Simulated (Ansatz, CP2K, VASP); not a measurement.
# TiO2: 3 runs at one level of theory

The starting cell:

```
CELL_PARAMETERS angstrom
4.59984 0.00000 0.00000
0.00000 4.59984 0.00000
0.00000 0.00000 2.95921
ATOMIC_POSITIONS crystal
Ti 0.00000 0.00000 0.50000
Ti 0.50000 0.50000 0.00000
O 0.30432 0.30432 0.50000
O 0.19568 0.80432 0.00000
O 0.80432 0.19568 0.00000
O 0.69568 0.69568 0.50000
```

The cell is a database's computed one, not the measured one.

Alike in all runs: task relaxation of cell and atoms; functional PBEsol; k mesh 6 × 6 × 9; occupations fermi-dirac, width 0.05 eV; no spin polarisation; no spin-orbit coupling.

| program and potentials | plane-wave cutoff (eV) | notes | equilibrium volume (Å³/atom) |
| --- | --- | --- | --- |
| Ansatz, Ansatz PAW | 420 | potentials made for PBE, which Ansatz adapts in part | 10.33 |
| CP2K, POTENTIAL_UZH Ti GTH-PBE-q12, O GTH-PBE-q6; TZVP-MOLOPT-PBE-GTH basis | - | atomic basis; potentials made for PBE | 10.40 |
| VASP, PBE PAW files O, Ti_sv, 600 eV | 600 | potentials made for PBE | 10.34 |

The equilibrium volume spans 10.33 (Ansatz, Ansatz PAW) to 10.40 Å³/atom (CP2K, POTENTIAL_UZH Ti GTH-PBE-q12, O GTH-PBE-q6; TZVP-MOLOPT-PBE-GTH basis). Relaxations stop with a little pressure left, so the last digit of a volume isn't settled. Rows in atomic bases carry the error of their basis and grid, which can be large.

The functional is the same throughout but for its coding, so the spread measures potentials, basis and numerics; runs on potential files found faulty are left out.
